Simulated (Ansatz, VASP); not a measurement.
# One calculation of Ce, two programs

The input INCAR:

```
SYSTEM = Ce
PREC = Accurate
ENCUT = 520
EDIFF = 1E-6
ISMEAR = -1
SIGMA = 0.1
LREAL = .False.
LASPH = .True.
NELM = 100
ALGO = Normal
ISIF = 2
LWAVE = .False.
LCHARG = .True.
GGA = CA
LELF = .True.
LVHAR = .True.
NBANDS = 12
```

Contents of KPOINTS:

```
Automatic mesh
0
Gamma
  12 12 12
  0 0 0
```

The input POSCAR:

```
Ce
1.0
    0.0000000000      2.2649297842      2.2649297842
    2.2649297842      0.0000000000      2.2649297842
    2.2649297842      2.2649297842      0.0000000000
Ce
1
Direct
    0.0000000000      0.0000000000      0.0000000000
```

Input for Ansatz:

```yaml
crystal:
  lattice:
    - [0.0, 2.2649297842, 2.2649297842]
    - [2.2649297842, 0.0, 2.2649297842]
    - [2.2649297842, 2.2649297842, 0.0]
  atoms:
    - { symbol: Ce, position: [0.0, 0.0, 0.0] }
hamiltonian:
  xc: lda
  pseudopotentials:
    kind: paw
    azcp:
      Ce: "pseudopotentials/Ce.paw.azcp"
basis:
  ecutwfc: 800
  fft_grid_basis: typed
kpoints:
  mp_grid: { grid: [12, 12, 12], shift: [0, 0, 0] }
magnetization:
  spin_polarized: false
scf:
  occupations: { method: fermi_dirac, width: 0.1 }
  lower_state_search: "off"
output:
  stress: true
```

Alike in both runs: task single point; functional LDA; k mesh 12 × 12 × 12; occupations fermi-dirac, width 0.1 eV; no spin polarisation.

|  | VASP | Ansatz |
| --- | --- | --- |
| version | VASP 6.6.1 | Ansatz 0.2.0 |
| potentials or method | VASP PAW LDA potentials, release 64 (Ce) | plane waves (800 eV) with PAW, scalar-relativistic |
| plane-wave cutoff (eV) | 520 | 800 |
| valence electrons in the cell | 12 | 12 |

VASP gave:

- pressure (GPa): -0.6

What did Ansatz give for the same quantities?

Pressure (GPa): -0.1.

Ansatz warned: «pseudo_functional_mismatch».

Spin-orbit coupling is left out, which matters for the levels of Ce. Spin polarisation is off, so any magnetic state and its effect on volume and gap are missing.
